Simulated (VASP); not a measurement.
Wanted: the native input for a VASP 6.6.1 run.

* Task: electrostatic potential
* Functional: PBEsol
* Potentials or basis: VASP PAW PBE potentials, release 64 (Mg, Se)
* Cutoff: 520 eV
* k mesh: 8 × 8 × 8
* Occupations: gaussian, width 0.02 eV
* Spin: no spin polarisation
* Further INCAR settings: ALGO = Fast; EDIFF = 1e-07

The structure of MgSe lies in POSCAR:

```
MgSe                                    
1.0
   -0.0000000000      2.7242043820      2.7242043820
    2.7242043820     -0.0000000000      2.7242043820
    2.7242043820      2.7242043820      0.0000000000
  Mg              Se            
     1     1
Direct
     0.0000000000000000    0.0000000000000000    0.0000000000000000
     0.5000000000000000    0.5000000000000000    0.5000000000000000
```

The cell was built by a generator and needn't be a form met in nature.

These files were run (other wordings do the same):

INCAR

```
SYSTEM = MgSe
ALGO = Fast
EDIFF = 1E-7
ENCUT = 520
GGA = PS
ISIF = 2
ISMEAR = 0
LASPH = .TRUE.
LCHARG = .TRUE.
LREAL = .FALSE.
LVHAR = .TRUE.
LWAVE = .FALSE.
NELM = 60
PREC = Accurate
SIGMA = 0.02
```

KPOINTS

```
k-points
0
G
  8 8 8
  0 0 0
```

Potentials or basis: VASP PAW PBE potentials, release 64 (Mg, Se).

Command:

```console
$ cat potpaw_PBE.64/Mg/POTCAR potpaw_PBE.64/Se/POTCAR > POTCAR
$ mpirun -np 1 vasp_std > vasp.out
```

It gave:

```json
{
  "Pressure": "0.0 GPa",
  "Band gap on the k mesh": "1.76 eV, indirect (least direct gap 2.51 eV)"
}
```

Caveat: the PAW data sets were made with another functional, which shifts forces and pressure a little.

Wall time 6.9 s on 1 thread of AMD EPYC 9R45 96-Core Processor (Zen 5), on a shared host, peak memory 0.14 GiB.
